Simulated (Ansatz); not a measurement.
# NaCl (Fm-3m) in Ansatz: settings compared

Aim: see how the results for NaCl move with the level of theory and the settings. Levels: PBE, PBEsol. Tasks: Born charges and dielectric tensor, phonons, elastic constants.

All numbers are computed with Ansatz 0.2.0; they aren't measurements. Logs are shortened: lines on timing, memory, paths and dates and some standing lists are left out, and cuts for length are marked.

**Measured values to compare with.**

From a printed reference work, textbook, for a bulk crystal of NaCl at 80 K: high-frequency dielectric constant 2.34.

How close the calculation comes is told below.

## 1. The crystal as given

It takes space group Fm-3m (No. 225, cubic). The conventional cell has a = 5.588 Å, b = 5.588 Å, c = 5.588 Å, α = 90.00°, β = 90.00°, γ = 90.00°. Around Cl (site symmetry m-3m) lie 6 Na at 2.79 Å. Na (site symmetry m-3m) is surrounded by 6 Cl at 2.79 Å.

The cell is a database's computed one.

## 2. Born charges and dielectric tensor, PBE

The input, input.yaml:

```yaml
crystal:
  lattice:
    - [0.0, 2.7940632177, 2.7940632177]
    - [2.7940632177, 0.0, 2.7940632177]
    - [2.7940632177, 2.7940632177, 0.0]
  atoms:
    - { symbol: Cl, position: [0.5, 0.5, 0.5] }
    - { symbol: Na, position: [0.0, 0.0, 0.0] }
hamiltonian:
  xc: pbe
  pseudopotentials: { kind: paw }
kpoints:
  mp_grid: { grid: [8, 8, 8] }
scf:
  occupations: { method: fixed }
output:
  eigenvalues: true
dielectric:
  method: response
```

Potentials or basis: Ansatz PAW.

Started as:

```console
ansatz run input.yaml --threads 2 --pin off --max-ram 5632MiB --backend cpu --events-out ev --progress --plain --runs-dir out
```

The log of the run:

```text
Warning: RAYON_NUM_THREADS=2 ignored (pool sized by the plan → 2); use --threads N
Engine: ansatz 0.2.0, aarch64-unknown-linux-gnu
Pseudopotentials: kind: paw
Pseudopotential: Cl, paw, valence charge 7, recommended cutoff 420 eV (normal), Cl.paw.azcp
Pseudopotential: Na, paw, valence charge 9, recommended cutoff 420 eV (normal), Na.paw.azcp
Functional definition: PBE
  parameter kappa = 0.804
  parameter beta = 0.06672455060314922
  exchange = pbe_x(kappa = kappa, mu = beta*pi^2/3)
  correlation = pbe_c(beta = beta)
Crystal: 2 atoms, lattice volume = 43.625 Å³
Basis set: ecut = 420 eV, 869 PW (Γ), exchange–correlation on 54×54×54 points (8 copies of the dense FFT grid, shifted against one another)
Bands: 12, of which v1, the nominal top of the filled ones, is band 8 counted from 1 (7 counted from 0)
Symmetry: 48 space group operations
k-points: 59 of 512 (irreducible under 8 space group operations, time reversal used)
Non-local potential: Cl, projectors of the file, l = 0: 2, l = 1: 2, l = 2: 2
Non-local potential: Na, projectors of the file, l = 0: 3, l = 1: 2, l = 2: 1
PAW form: soft (Blöchl's): semilocal exchange-correlation on the pseudo side does not see the compensation charge
PAW one-centre angular grid: Cl, 110 points (default); XC on 64 Gauss nodes
PAW one-centre angular grid: Na, 110 points (default); XC on 64 Gauss nodes
Initial density: superposition of atomic densities (neutral atoms: chi_scale 0, normalization atom), corrected by the library's trained network
Initial wavefunctions: pseudopotential atomic-orbital guess
Functional: x = pbe(κ = 0.804, μ = 0.2195149727645171), c = pbe(β = 0.06672455060314922)
SCF iter   1: F=—  HF=-2569.543382 eV  |F-HF|=—  |Δ(HF+E_count)|=         —  Δρ=9.78e-4  dr2=5.80e-4  ethr=1.77e-3  ⟨swp⟩=4.9  Hψ=3601  notcnv=0  defer=104
preconditioner: auto → none  [insulator: Δε(μ)=5.215 eV  Ē_g=21.025 eV  n_scr=14 (ndim 8)  ℏωp=21.0 eV  f_vac=0.027  ε∞_Penn≈2.0]
SCF iter   2: F=—  HF=-2569.543528 eV  |F-HF|=—  |Δ(HF+E_count)|=   1.46e-4  Δρ=1.10e-3  dr2=8.02e-4  ethr=3.62e-6  ⟨swp⟩=2.0  Hψ=1716  notcnv=0  defer=114
SCF iter   3: F=—  HF=-2569.543314 eV  |F-HF|=—  |Δ(HF+E_count)|=   2.14e-4  Δρ=5.51e-4  dr2=2.10e-4  ethr=3.62e-6  ⟨swp⟩=2.0  Hψ=829  notcnv=0  defer=114
SCF iter   4: F=—  HF=-2569.543250 eV  |F-HF|=—  |Δ(HF+E_count)|=   6.36e-5  Δρ=2.10e-4  dr2=3.11e-5  ethr=1.31e-6  ⟨swp⟩=2.2  Hψ=840  notcnv=0  defer=31
SCF iter   5: F=—  HF=-2569.543242 eV  |F-HF|=—  |Δ(HF+E_count)|=   8.20e-6  Δρ=4.95e-5  dr2=1.66e-6  ethr=1.94e-7  ⟨swp⟩=2.0  Hψ=906  notcnv=0
SCF iter   6: F=—  HF=-2569.543244 eV  |F-HF|=—  |Δ(HF+E_count)|=   2.27e-6  Δρ=2.84e-5  dr2=5.72e-7  ethr=1.04e-8  ⟨swp⟩=1.1  Hψ=727  notcnv=0
SCF iter   7: F=—  HF=-2569.543244 eV  |F-HF|=—  |Δ(HF+E_count)|=   1.50e-7  Δρ=1.30e-5  dr2=1.17e-7  ethr=3.58e-9  ⟨swp⟩=2.0  Hψ=912  notcnv=0
SCF iter   8: F=—  HF=-2569.543244 eV  |F-HF|=—  |Δ(HF+E_count)|=   3.54e-8  Δρ=3.78e-6  dr2=9.90e-9  ethr=7.32e-10  ⟨swp⟩=2.0  Hψ=877  notcnv=0
SCF iter   9: F=—  HF=-2569.543244 eV  |F-HF|=—  |Δ(HF+E_count)|=   3.22e-9  Δρ=5.28e-7  dr2=1.93e-10  ethr=6.19e-11  ⟨swp⟩=2.0  Hψ=928  notcnv=0
SCF iter  10: F=-2569.543244 eV  HF=-2569.543244 eV  |F-HF|=9.09e-13  |Δ(HF+E_count)|=  7.05e-11  Δρ=1.47e-8  dr2=3.41e-14  ethr=1.00e-12  ⟨swp⟩=4.0  Hψ=2465  notcnv=0
SCF 1 converged in 10 iterations: F = -2569.543244 eV  dr2 = 3.41e-14
DFPT response loops at Γ: preconditioner auto → none (the input reference at scf.mixing.eps_inf says where Resta's filter doesn't serve); β = 0.50; Broyden in place of MSR1
SCF converged after 10 iterations
Free energy (F): -2569.543244 eV
Harris-Foulkes:  -2569.543244 eV  (|F-HF|=9.09e-13)
Internal energy: -2569.543244 eV  (E = F + TS)
E sigma→0 (E₀):  -2569.543244 eV
Fermi energy:    1.319397 eV
--- Per-component energies (eV) ---
  E_band       = -231.112609
  E_kinetic    = 283.406938
  E_local      = -1516.114749  (includes V_loc(G=0)·N_el)
  E_nonlocal   = 143.634622
  E_hartree    = 534.141080
  E_xc         = -147.219418
  E_vxc        = -173.559395  (∫ρ·V_xc dr)
  E_paw        = -922.547994  (= ΣΔE_a)
  E_vpaw       = -36.762249  (= ΣTr[D̂ρ^β])
  E_aug_tail   = 0.000072  (compensation charges beyond the density's cutoff)
  E_ewald      = -944.843794
  E_smearing   = -0.000000  (= −TS)
  E_closure    = 0.000000  (closes the sum)
  Σ components = -2569.543244   (vs F -2569.543244, Δ=0.00e0)
--- Band table (eV; the first three rows and the last of 59) ---
  k-point 0: bands = ["-47.5376", "-19.4491", "-19.4491", "-19.4491", "-11.4005", "1.3194", "1.3194", "1.3194", "6.5361", "12.3773", "12.3773", "12.3773"]
  k-point 1: bands = ["-47.5375", "-19.4541", "-19.4495", "-19.4495", "-11.3500", "0.9355", "1.2763", "1.2763", "7.0427", "11.8634", "12.5733", "12.5733"]
  k-point 2: bands = ["-47.5371", "-19.4659", "-19.4503", "-19.4503", "-11.2247", "0.1775", "1.1757", "1.1757", "8.0173", "11.3609", "12.6762", "12.6762"]
  k-point 58: bands = ["-47.5364", "-19.4650", "-19.4650", "-19.4607", "-10.9695", "0.0791", "0.0791", "0.5316", "10.2302", "11.0616", "11.0616", "12.7672"]
--- Dielectric response (ions clamped): 1 representative field direction + reference, on 59 of 512 k-points (Σ response iterations 7) ---
  k mesh reduced under 8 symmetry operations, with k and −k counted as one. Each operation leaves every solved perturbation unchanged. A smaller set is not considered because the run solves the response to a homogeneous field
  ε∞ (high-frequency dielectric tensor):
        2.527824     0.000000     0.000000
        0.000000     2.527824    -0.000000
       -0.000000     0.000000     2.527824
  Born effective charges Z* (e; rows j = field, columns β = displacement):
    site 0:
        -1.09086   -0.00000    0.00000
         0.00000   -1.09086    0.00000
         0.00000    0.00000   -1.09086
    site 1:
         1.09086    0.00000   -0.00000
        -0.00000    1.09086   -0.00000
        -0.00000   -0.00000    1.09086
  Z* charge neutrality: 2.271e-5 e pre-enforcement
  k-mesh period / interband length: 31.6 Å / 1.28 Å = 24.71 at k = (0.0000, 0.0000, 0.0000), direct gap 5.217 eV — 14 or more, which is no proof of convergence
```

Wall time 5.1 s (2 threads of Arm Neoverse V1, shared host); peak memory 0.35 GiB.

What came out:

```yaml
Free_energy: -2569.5432 eV
Band_gap_on_the_k_mesh: 5.22 eV, direct
Electronic_dielectric_tensor_diagonal: 2.53
Born_charges_mean_of_the_diagonal: Cl -1.09; Na +1.09 e
```

Levels at points of the mesh, in eV from the valence-band top:
```
             k point  band 4  band 5  band 6  band 7  band 8  band 9  band 10  band 11  band 12
  (0.00, 0.00, 0.00)  -20.77  -12.72    0.00    0.00    0.00    5.22    11.06    11.06    11.06
 (0.00, 0.00, -0.50)  -20.77  -12.36   -2.01   -0.28   -0.28    7.31    10.86    10.95    10.95
(0.00, -0.50, -0.50)  -20.78  -12.31   -1.73   -0.62   -0.62    7.59     8.02    11.52    15.03
(-0.50, 0.00, -0.50)  -20.78  -12.31   -1.73   -0.62   -0.62    7.59     8.02    11.52    15.03
```

Electronic dielectric tensor:
```
2.53 0.00 0.00
0.00 2.53 0.00
0.00 0.00 2.53
```

Born effective charge tensors (e):
atom 1, Cl
```
-1.09  0.00  0.00
 0.00 -1.09  0.00
 0.00  0.00 -1.09
```
atom 2, Na
```
1.09 0.00 0.00
0.00 1.09 0.00
0.00 0.00 1.09
```

(Part 1 of 2 ends here.)
